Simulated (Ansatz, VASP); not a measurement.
**One calculation of GaSb, two programs**

File POSCAR:

```
GaSb
1.0
    0.0000000000      3.0590000000      3.0590000000
    3.0590000000      0.0000000000      3.0590000000
    3.0590000000      3.0590000000      0.0000000000
Sb Ga
1 1
Direct
    0.7500000000      0.7500000000      0.7500000000
    0.0000000000      0.0000000000      0.0000000000
```

Contents of INCAR.step1:

```
SYSTEM = GaSb
PREC = Accurate
ENCUT = 600
EDIFF = 1E-8
ISMEAR = -1
SIGMA = 0.05
LREAL = .False.
LASPH = .True.
NELM = 80
ALGO = Normal
ISIF = 3
LWAVE = .False.
LCHARG = .False.
GGA = PS
IBRION = 2
NSW = 40
EDIFFG = -0.002
```

File INCAR.step2:

```
SYSTEM = GaSb
PREC = Accurate
ENCUT = 600
EDIFF = 1E-8
ISMEAR = -1
SIGMA = 0.05
LREAL = .False.
LASPH = .True.
NELM = 80
ALGO = Normal
ISIF = 3
LWAVE = .False.
LCHARG = .False.
GGA = PS
IBRION = 6
NFREE = 2
POTIM = 0.015
NSW = 1
```

File KPOINTS:

```
regular mesh
0
Gamma
  6 6 6
  0 0 0
```

Contents of input.yaml:

```yaml
crystal:
  lattice:
    - [0.0, 3.059, 3.059]
    - [3.059, 0.0, 3.059]
    - [3.059, 3.059, 0.0]
  atoms:
    - { symbol: Sb, position: [0.75, 0.75, 0.75] }
    - { symbol: Ga, position: [0.0, 0.0, 0.0] }
hamiltonian:
  xc: pbesol
  pseudopotentials: { kind: paw }
kpoints:
  mp_grid: { grid: [6, 6, 6] }
scf:
  occupations: { method: fermi_dirac, width: 0.05 }
output:
  forces: true
  stress: true
elastic:
  mode: relaxed_ion
  stencil: two_point
```

Alike in both runs: task elastic constants; functional PBEsol; k mesh 6 × 6 × 6; occupations fermi-dirac, width 0.05 eV; no spin polarisation.

|  | VASP | Ansatz |
| --- | --- | --- |
| version | VASP 6.6.1 | Ansatz 0.2.0 |
| potentials or method | VASP PAW PBE potentials, release 64 (Sb, Ga_d) | Ansatz PAW |
| plane-wave cutoff (eV) | 600 | 420 |
| valence electrons in the cell | 18 | 28 |

VASP gave:

- elastic constant that differs most (GPa): 77
- Voigt bulk modulus (GPa): 49

**Question.** Estimate Ansatz's values.

**Answer.** Elastic constant that differs most (GPa): 76; Voigt bulk modulus (GPa): 48.

The two sets of potentials don't hold the same shells in valence.

Caveats: the PAW data sets were made with another functional, which shifts forces and pressure a little (VASP); elastic constants of metals need much finer meshes, so these are rough (Ansatz); the PAW data sets come from PBE, with cores solved anew for the run's functional, which leaves a small shift of forces and pressure (Ansatz); this crystal is a semiconductor, whose small gap the functional closes, so the metal is an error of the method (Ansatz). Spin-orbit coupling is left out, which matters for the levels of Sb.
